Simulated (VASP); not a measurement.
Write the native input for VASP 6.6.1 that does the following.

* Task: relaxation of cell and atoms
* Functional: LDA
* Potentials or basis: VASP PAW LDA potentials, release 64 (Si, W_sv)
* Cutoff: 350 eV
* k mesh: 10 × 10 × 10
* Occupations: gaussian, width 0.1 eV
* Spin: no spin polarisation
* Further INCAR settings: ALGO = Normal; EDIFF = 1e-07; IBRION = 2; EDIFFG = -0.002; NSW = 80; ISIF = 3

The structure of Si2W lies in POSCAR:

```
Si2W                                    
1.0
   -1.5943878642      1.5943878642      3.8885655036
    1.5943878642     -1.5943878642      3.8885655036
    1.5943878642      1.5943878642     -3.8885655036
  Si              W             
     2     1
Direct
     0.3347508708422939    0.3347508708422939    0.0000000000000000
     0.6652491291577063    0.6652491291577063    0.0000000000000000
     0.0000000000000000    0.0000000000000000    0.0000000000000000
```

One way to write it, as run:

INCAR

```
SYSTEM = Si2W
ALGO = Normal ; EDIFF = 1E-7
EDIFFG = -0.002 ; ENCUT = 350
IBRION = 2 ; ISIF = 3
ISMEAR = 0 ; LASPH = .TRUE.
LCHARG = .FALSE. ; LREAL = .FALSE.
LWAVE = .FALSE. ; NELM = 100
NSW = 80 ; PREC = Accurate
SIGMA = 0.1
```

KPOINTS

```
k-points
0
G
  10 10 10
  0 0 0
```

Potentials or basis: VASP PAW LDA potentials, release 64 (Si, W_sv).

Command:

```sh
$ cat potpaw_LDA.64/Si/POTCAR potpaw_LDA.64/W_sv/POTCAR > POTCAR
$ mpirun -np 1 vasp_std > vasp.out
```

It gave:

- Relaxed volume: 13.18 Å³/atom
- Relaxed cell: a = 4.495 Å, b = 4.495 Å, c = 4.495 Å, α = 138.45°, β = 138.45°, γ = 60.21°
- Space group after relaxing (to 0.05 Å): I4/mmm (No. 139)
- Energy gained by relaxing: 0.0 meV/atom
- Ionic steps: 3
- Pressure after relaxing: 0.0 GPa
- Band gap on the k mesh: none (metal or under the smearing width)

Wall time 92 s on 1 thread of Intel(R) Xeon(R) Platinum 8259CL CPU @ 2.50GHz (Skylake/Cascade Lake) (shared host), peak memory 0.16 GiB.
